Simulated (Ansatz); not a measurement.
**MgS: changing the dispersion correction**

The cell as given:

Symmetry: Fm-3m, No. 225, cubic system. Conventional cell: a = 5.203 Å, b = 5.203 Å, c = 5.203 Å, α = 90.00°, β = 90.00°, γ = 90.00°. S (site symmetry m-3m) is surrounded by 6 Mg at 2.60 Å. Mg (site symmetry m-3m) has 6 S at 2.60 Å as nearest neighbours.

Kept alike: task relaxation of cell and atoms; functional PBEsol; k mesh 9 × 9 × 9; occupations fermi-dirac, width 0.05 eV; no spin polarisation. Program: Ansatz, Ansatz PAW, cutoff 420 eV. The mesh is that of the run's cell of 2 atoms. No spin-orbit coupling.

| dispersion correction | volume (Å³/atom) |
| --- | --- |
| D3(BJ) | 16.764 |
| D3(BJ)-ATM | 16.845 |
| D4 | 17.067 |
| none | 17.393 |

The relaxations keep at least the cell's symmetry (Fm-3m). Relaxations stop with a little pressure left, so the last digits of a volume or edge aren't settled. All rows use potentials made for PBE.

What does the dispersion correction change here?

The volume runs from 16.764 (D3(BJ)) to 17.393 Å³/atom (none). Against no correction: D3(BJ) -3.6 %; D3(BJ)-ATM -3.2 %; D4 -1.9 %. Dispersion terms mostly attract and so lower the volume; the schemes' coefficients and damping set how far. Measured: 17.6 Å³/atom at 294.15 K (a printed reference work); nearest none, 0.21 Å³/atom off. The runs are for a static lattice.
